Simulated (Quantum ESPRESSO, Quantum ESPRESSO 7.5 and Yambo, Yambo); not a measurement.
## GaAs (F-43m): G0W0 with Yambo, start to end

Aim: the G0W0 gap of GaAs (F-43m) on PBE, step by step.

Calculated with Quantum ESPRESSO 7.5 and Yambo 5.3.0; PBE and many-body steps on it, plane waves.

**What was measured.**

- Gap 1.51 eV: band-edge emission energy from PL (direct gap at Gamma); photoluminescence, 633 nm excitation; 77 K; bulk crystal (MBE GaAs matrix around a thin InAs wetting layer on semi-insulating GaAs (100)) (“Photoluminescence of InAs/GaAs quantum dots under direct two-photon excitation”, 2020, pmc:7331710).

- Gap 1.42 eV: band-edge photoluminescence emission energy of the GaAs substrate; time-integrated photoluminescence; 300 K; bulk crystal ((001) GaAs substrate beneath GaBiAs epilayers) (“Investigation of the anisotropic electron g factor as a probe of the electronic structure of GaBixAs1-x/GaAs epilayers”, 2014, arxiv:1409.8467).

- Gap 1.412 ± 0.01 eV: direct gap E0 at Gamma from ellipsometry; variable-angle spectroscopic ellipsometry, parametric critical-point fit; 300 K; bulk crystal (semi-insulating GaAs(001) reference substrate with native oxide) (“Evidence of valence band perturbations in GaAsN/GaAs(001): A combined variable-angle spectroscopic ellipsometry and modulated photoreflectance investigation”, 2008, arxiv:0805.2212).

- Gap 1.418 ± 0.005 eV: direct gap E0 at Gamma from PR; modulated photoreflectance, low-field lineshape fit; 300 K; bulk crystal (semi-insulating GaAs(001) reference substrate) (“Evidence of valence band perturbations in GaAsN/GaAs(001): A combined variable-angle spectroscopic ellipsometry and modulated photoreflectance investigation”, 2008, arxiv:0805.2212).

Most raw output is cut from this account.

### Step 1. The structure

The structure is cubic, space group F-43m (No. 216). Conventional cell: a = 5.654 Å, b = 5.654 Å, c = 5.654 Å, α = 90.00°, β = 90.00°, γ = 90.00°. Nearest to Ga lie 4 As at 2.45 Å. As has 4 Ga at 2.45 Å nearest. Farther neighbours are not listed.

Coordinates:

```cif
data_structure
_symmetry_space_group_name_H-M 'F-43m'
_symmetry_Int_Tables_number 216
_cell_length_a 5.6537
_cell_length_b 5.6537
_cell_length_c 5.6537
_cell_angle_alpha 90.000
_cell_angle_beta 90.000
_cell_angle_gamma 90.000
_cell_volume 180.72
loop_
_atom_site_label
_atom_site_type_symbol
_atom_site_symmetry_multiplicity
_atom_site_Wyckoff_symbol
_atom_site_fract_x
_atom_site_fract_y
_atom_site_fract_z
_atom_site_occupancy
Ga1 Ga 4 a 0.00000 0.00000 0.00000 1
As1 As 4 d 0.25000 0.25000 0.75000 1
```

The cell and positions come from the Crystallography Open Database and are kept as given unless a step says otherwise.

### Step 2. Ground state

This step: Quantum ESPRESSO 7.5; DFT, PBE, plane waves, norm-conserving pseudopotentials.

The ground-state density comes first.

pw.in reads:

```
&control
  calculation = 'scf'
  prefix = 'x'
  outdir = 'o'
  pseudo_dir = 'pseudo'
/
&system
  ibrav = 0
  nat = 2
  ntyp = 2
  ecutwfc = 104.0
  nbnd = 27
  force_symmorphic = .true.
/
&electrons
  conv_thr = 1e-10
  electron_maxstep = 80
  mixing_beta = 0.5
/
ATOMIC_SPECIES
  Ga 69.723 Ga.upf
  As 74.922 As.upf
CELL_PARAMETERS angstrom
  0.0000000000 2.8268500000 2.8268500000
  2.8268500000 0.0000000000 2.8268500000
  2.8268500000 2.8268500000 0.0000000000
ATOMIC_POSITIONS crystal
  Ga 0.0000000000 0.0000000000 0.0000000000
  As 0.2500000000 0.2500000000 0.2500000000
K_POINTS automatic
  6 6 6 0 0 0
```

Launch:

```sh
OMP_NUM_THREADS=1 mpirun -n 4 pw.x -nk 4 -in pw.in > pw.out
```

The job ended after 13 s (4 MPI ranks of Arm Neoverse V1, shared host; peak memory 0.32 GiB; 50 s of CPU time).

This step gave:

| Quantity | Value |
| --- | --- |
| total energy | -15064.4168 eV |
| gap | 0.5181 eV |
| k of the valence top | 0, 0, 0 |
| k of the conduction bottom | 0, 0, 0 |
| least direct gap | 0.5181 eV |

The gap is direct, at Γ.

### Step 3. Bands along the symmetry lines

Levels along a band path, at the cheap level, show where the edges lie and whether the meshes to come will hold them.

pw.in reads:

```
&control
  calculation = 'bands'
  prefix = 'x'
  outdir = 'o'
  pseudo_dir = 'pseudo'
/
&system
  ibrav = 0
  nat = 2
  ntyp = 2
  ecutwfc = 104.0
  nbnd = 28
  force_symmorphic = .true.
/
&electrons
  conv_thr = 1e-9
  electron_maxstep = 80
  diago_full_acc = .true.
  diago_thr_init = 5e-6
/
ATOMIC_SPECIES
  Ga 69.723 Ga.upf
  As 74.922 As.upf
CELL_PARAMETERS angstrom
  0.0000000000 2.8268500000 2.8268500000
  2.8268500000 0.0000000000 2.8268500000
  2.8268500000 2.8268500000 0.0000000000
ATOMIC_POSITIONS crystal
  Ga 0.0000000000 0.0000000000 0.0000000000
  As 0.2500000000 0.2500000000 0.2500000000
K_POINTS crystal
  50
  0.00000000 0.00000000 0.00000000 1
  -0.06250000 -0.06250000 0.00000000 1
  -0.12500000 -0.12500000 0.00000000 1
  -0.18750000 -0.18750000 0.00000000 1
  -0.25000000 -0.25000000 0.00000000 1
  -0.31250000 -0.31250000 0.00000000 1
  -0.37500000 -0.37500000 0.00000000 1
  -0.43750000 -0.43750000 0.00000000 1
  -0.50000000 -0.50000000 0.00000000 1
  -0.48437500 -0.48437500 0.03125000 1
  -0.46875000 -0.46875000 0.06250000 1
  -0.45312500 -0.45312500 0.09375000 1
  -0.43750000 -0.43750000 0.12500000 1
  -0.42187500 -0.42187500 0.15625000 1
  -0.40625000 -0.40625000 0.18750000 1
  -0.39062500 -0.39062500 0.21875000 1
  -0.37500000 -0.37500000 0.25000000 1
  -0.37500000 0.00000000 0.37500000 1
  -0.32812500 0.00000000 0.32812500 1
  -0.28125000 0.00000000 0.28125000 1
  -0.23437500 0.00000000 0.23437500 1
  -0.18750000 0.00000000 0.18750000 1
  -0.14062500 0.00000000 0.14062500 1
  -0.09375000 0.00000000 0.09375000 1
  -0.04687500 0.00000000 0.04687500 1
  0.00000000 0.00000000 0.00000000 1
  0.00000000 0.00000000 0.06250000 1
  0.00000000 0.00000000 0.12500000 1
  0.00000000 0.00000000 0.18750000 1
  0.00000000 0.00000000 0.25000000 1
  0.00000000 0.00000000 0.31250000 1
  0.00000000 0.00000000 0.37500000 1
  0.00000000 0.00000000 0.43750000 1
  -0.00000000 -0.00000000 0.50000000 1
  -0.06250000 -0.03125000 0.46875000 1
  -0.12500000 -0.06250000 0.43750000 1
  -0.18750000 -0.09375000 0.40625000 1
  -0.25000000 -0.12500000 0.37500000 1
  -0.31250000 -0.15625000 0.34375000 1
  -0.37500000 -0.18750000 0.31250000 1
  -0.43750000 -0.21875000 0.28125000 1
  -0.50000000 -0.25000000 0.25000000 1
  -0.50000000 -0.28125000 0.21875000 1
  -0.50000000 -0.31250000 0.18750000 1
  -0.50000000 -0.34375000 0.15625000 1
  -0.50000000 -0.37500000 0.12500000 1
  -0.50000000 -0.40625000 0.09375000 1
  -0.50000000 -0.43750000 0.06250000 1
  -0.50000000 -0.46875000 0.03125000 1
  -0.50000000 -0.50000000 0.00000000 1
```

Wall time 7.8 s (4 MPI ranks); peak memory 0.26 GiB; 31 s of CPU time.

Numbers from this step:

```yaml
gap: 0.5181 eV
k_of_the_valence_top: 0, 0, 0
k_of_the_conduction_bottom: 0, 0, 0
least_direct_gap: 0.5181 eV
```

The gap is 0.518 eV, as in the run before at this level.

The electronic bands at the labelled points (eV, zero at the top of the highest filled band):

| point | band 19 | band 20 | band 21 | band 22 | band 23 | band 24 | band 25 | band 26 |
| --- | --- | --- | --- | --- | --- | --- | --- | --- |
| Γ | -12.73 | 0.00 | 0.00 | 0.00 | 0.52 | 3.74 | 3.74 | 3.74 |
| halfway | -11.80 | -4.09 | -1.69 | -1.69 | 1.99 | 3.27 | 6.62 | 6.62 |
| X | -10.22 | -6.81 | -2.68 | -2.68 | 1.47 | 1.66 | 10.18 | 10.18 |
| halfway | -10.21 | -6.77 | -3.20 | -2.57 | 1.66 | 2.57 | 9.21 | 9.42 |
| U | -10.26 | -6.63 | -3.86 | -2.26 | 1.97 | 4.64 | 7.96 | 8.07 |
| jump to K | -10.26 | -6.63 | -3.86 | -2.26 | 1.97 | 4.64 | 7.96 | 8.07 |
| halfway | -11.71 | -4.56 | -2.44 | -0.68 | 2.69 | 4.77 | 4.81 | 5.65 |
| Γ | -12.73 | 0.00 | 0.00 | 0.00 | 0.52 | 3.74 | 3.74 | 3.74 |
| halfway | -12.03 | -4.14 | -0.68 | -0.68 | 1.45 | 4.60 | 4.60 | 5.96 |
| L | -10.96 | -6.63 | -1.14 | -1.14 | 1.00 | 4.64 | 4.64 | 7.76 |
| halfway | -10.62 | -6.48 | -3.22 | -1.94 | 3.03 | 4.17 | 6.35 | 7.70 |
| W | -10.17 | -6.63 | -3.53 | -3.34 | 4.62 | 4.73 | 5.42 | 6.05 |
| halfway | -10.20 | -6.73 | -3.14 | -3.04 | 2.56 | 2.76 | 8.15 | 8.36 |
| X | -10.22 | -6.81 | -2.68 | -2.68 | 1.47 | 1.66 | 10.18 | 10.18 |

### Step 4. Empty states on the mesh, 4×4×4 mesh, 124 bands

The sums over transitions need many empty states on a uniform mesh; this step solves for them.

pw.in reads:

```
&control
  calculation = 'nscf'
  prefix = 'x'
  outdir = 'o'
  pseudo_dir = 'pseudo'
/
&system
  ibrav = 0
  nat = 2
  ntyp = 2
  ecutwfc = 104.0
  nbnd = 124
  force_symmorphic = .true.
/
&electrons
  conv_thr = 1e-9
  electron_maxstep = 80
  diago_full_acc = .true.
  diago_thr_init = 5e-6
/
ATOMIC_SPECIES
  Ga 69.723 Ga.upf
  As 74.922 As.upf
CELL_PARAMETERS angstrom
  0.0000000000 2.8268500000 2.8268500000
  2.8268500000 0.0000000000 2.8268500000
  2.8268500000 2.8268500000 0.0000000000
ATOMIC_POSITIONS crystal
  Ga 0.0000000000 0.0000000000 0.0000000000
  As 0.2500000000 0.2500000000 0.2500000000
K_POINTS automatic
  4 4 4 0 0 0
```

Elapsed: 12 s, on 4 MPI ranks; peak memory 0.43 GiB.

Numbers from this step:

* gap: 0.5181 eV
* k of the valence top: 0, 0, 0
* k of the conduction bottom: 0, 0, 0
* least direct gap: 0.5181 eV
* k points computed: 8
* lowest point of the top converged band, above the valence top: 87.1270 eV

On this mesh the gap is 0.518 eV.

### Step 5. Conversion and set-up

This step: Yambo 5.3.0; conversion and set-up on PBE, plane waves, norm-conserving pseudopotentials.

The states are converted to the many-body program's format and the q mesh is built.

Launch:

```sh
(cd o/x.save; p2y > p2y.log; mv SAVE ../..); yambo > setup.log
```

Wall time 3.3 s (1 MPI rank); peak memory 0.26 GiB.

### Step 6. Screening and self-energy, 4×4×4 mesh, 124 bands, screening to 163.3 eV

G0W0 replaces the xc potential by the self-energy, built once from these orbitals. Only a window of levels is corrected, while the sums run over the empty bands that the input names.

This step: G0W0 on PBE, plane waves, norm-conserving pseudopotentials.

gw1.in reads:

```
HF_and_locXC
gw0
dyson
ppa
em1d
rim_cut
RandQpts= 1000000
RandGvec= 1 RL
EXXRLvcs= 104 Ry
VXCRLvcs= 416 Ry
Chimod= "HARTREE"
% BndsRnXp
 1 | 124 |
%
NGsBlkXp= 12 Ry
% LongDrXp
 1 | 1 | 1 |
%
% GbndRnge
 1 | 124 |
%
DysSolver= "n"
ExtendOut
PPAPntXp= 27.21138 eV
% QPkrange
 1 | 1 | 21 | 24 |
%
```

Launch:

```sh
OMP_NUM_THREADS=1 mpirun -n 4 yambo -F gw1.in -J gw1 -C gw1 > gw1.log
```

It took 2.5 min on 4 MPI ranks; peak memory 2.1 GiB.

This step gave:

```yaml
g0w0_gap_on_the_points_computed: 1.176 eV
starting_gap_on_the_mesh: 0.5181 eV
k_of_the_valence_top: 0, 0, 0
k_of_the_conduction_bottom: 0, 0, 0
least_direct_g0w0_gap_on_the_computed_points: 1.176 eV
z_at_the_valence_top: 0.7950
z_at_the_conduction_bottom: 0.7985
```

The gap on the mesh goes from 0.52 eV to 1.18 eV, a correction of +0.66 eV.

Limits: finite bands, cutoff and mesh; no spin-orbit coupling; coarse k mesh. v1 is the top filled band, c1 the lowest empty one. The levels before and after the correction (eV, zero at the valence-band top of each column):

|  | conduction bottom | valence top |
| --- | --- | --- |
| Kohn-Sham | 0.52 | 0.00 |
| G0W0 | 1.18 | 0.00 |

```csv
,level,energy (eV)
Kohn-Sham,Γ v2-v1,0.000
Kohn-Sham,Γ c1,0.518
Kohn-Sham,Γ c2,3.737
G0W0,Γ v2-v1,0.000
G0W0,Γ c1,1.176
G0W0,Γ c2,4.297
```

### Step 7. Where the time went

Times are wall times on the hardware named with each run, good to a factor of about two.

| step | time | share | memory (GiB) |
| --- | --- | --- | --- |
| ground state | 13 s | 7 % | 0.32 |
| bands along the symmetry lines | 7.8 s | 4 % | 0.26 |
| empty states on the mesh | 12 s | 6 % | 0.43 |
| conversion and set-up | 3.3 s | 2 % | 0.26 |
| screening and self-energy | 2.5 min | 81 % | 2.1 |

### Step 8. What came out

```yaml
pbe_gap: 0.52 eV, direct
g0w0_gap_on_the_mesh: 1.18 eV
gw_settings: 4×4×4 mesh, 124 bands, screening to 163.3 eV, Godby-Needs plasmon pole
known_limits: not at the basis limit; no spin-orbit coupling; coarse k mesh
```

G0W0 moves the gap on the mesh from 0.52 eV to 1.18 eV (+0.66 eV), with Z of 0.79 and 0.80 at the edges. Only 1 of the mesh's irreducible points was corrected, so a valley elsewhere could overtake. The dearest step here is «screening and self-energy». Against experiment, by G0W0@PBE: the direct gap of 1.18 eV lies −0.33 eV from the measured 1.51 eV (exciton, 77 K, 2020); the direct gap of 1.18 eV lies −0.24 eV from the measured 1.42 eV (exciton, 300 K, 2014); the direct gap of 1.18 eV lies −0.24 eV from the measured 1.412 ± 0.01 eV (direct, 300 K, 2008); the direct gap of 1.18 eV lies −0.24 eV from the measured 1.418 ± 0.005 eV (direct, 300 K, 2008). An exciton line or allowed optical edge lies below the quasiparticle gap by the binding energy; a forbidden edge can push the onset above it. The calculation has static nuclei and no excitons; a measured gap holds zero-point and thermal motion, which mostly lowers it. Bands and cutoff are finite, so the gap is not at the basis limit. The miss can reach some tenths of an eV and take either sign; the mesh is an error of its own. In the G0W0 run levels were corrected at 1 k point alone, so a gap called «on the mesh» is the least over those, and an edge elsewhere would be missed. The 4×4×4 mesh is coarse for this cell, which bears on the long-range parts of exchange and screening. The many-body steps are scalar-relativistic: spin-orbit coupling is not in them.

[Paths, hosts, dates, memory and timing lines, banners, echoed tables and standing remarks are left out of the program output.]

[Logs are printed without paths, hosts, clocks, repeated set-up lines and the standing remarks that a program may print on its own settings, such as how far it seeks lower states.]

[Runs of the session that timed out or met a known fault of the program may be left out.]

[Hosts, paths, dates, database ids (printed as entryN), source tags and the programs' standing remarks are cut or masked in the printed files.]
